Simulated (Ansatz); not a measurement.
Au:

```xyz
2
Lattice="2.9000 0.0000 0.0000 -1.4500 2.5115 0.0000 0.0000 0.0000 4.8800" Properties=species:S:1:pos:R:3 pbc="T T T"
Au    1.4500    0.8372    1.2200
Au    0.0000    1.6743    3.6600
```

This isn't the form of Au at room conditions, which is fcc.

- Program: Ansatz 0.2.0
- Task: relaxation of cell and atoms
- Functional: HSE03
- Potentials or basis: Ansatz PAW
- Cutoff: 420 eV (not typed: the program's choice for these potentials)
- k mesh: 6 × 6 × 3
- Occupations: fermi-dirac, width 0.05 eV
- Spin: no spin polarisation

At the start: volume 17.77 Å³/atom.

Task: How do energy, volume and symmetry change on relaxing?

Result: It ends after 4 steps and the volume is 17.91 Å³/atom (+0.8 %); space group P6_3/mmc (No. 194, to 0.05 Å).

Step by step:
| step | energy change (eV) | largest force (eV/Å) | volume (Å³) |
| --- | --- | --- | --- |
| 1 | 0.0000 | 0.0000 | 35.54 |
| 2 | -0.0360 | 0.0000 | 36.03 |
| 3 | -0.0368 | 0.0000 | 35.82 |
| 4 | -0.0370 | 0.0000 | 35.82 |

Final structure:
```
CELL_PARAMETERS angstrom
2.84569 0.00000 0.00000
-1.42284 2.46444 0.00000
0.00000 0.00000 5.10711
ATOMIC_POSITIONS crystal
Au 0.66667 0.33333 0.25000
Au 0.33333 0.66667 0.75000
```

Caveat: the k mesh is coarse (spacing up to 0.43 Å⁻¹), so the values aren't converged, least of all with exact exchange; the plane-wave basis is chosen anew once the cell has moved, so the energies of steps on either side of that aren't comparable; the PAW data sets come from PBE, with cores solved anew for the run's functional, which leaves a small shift of forces and pressure.
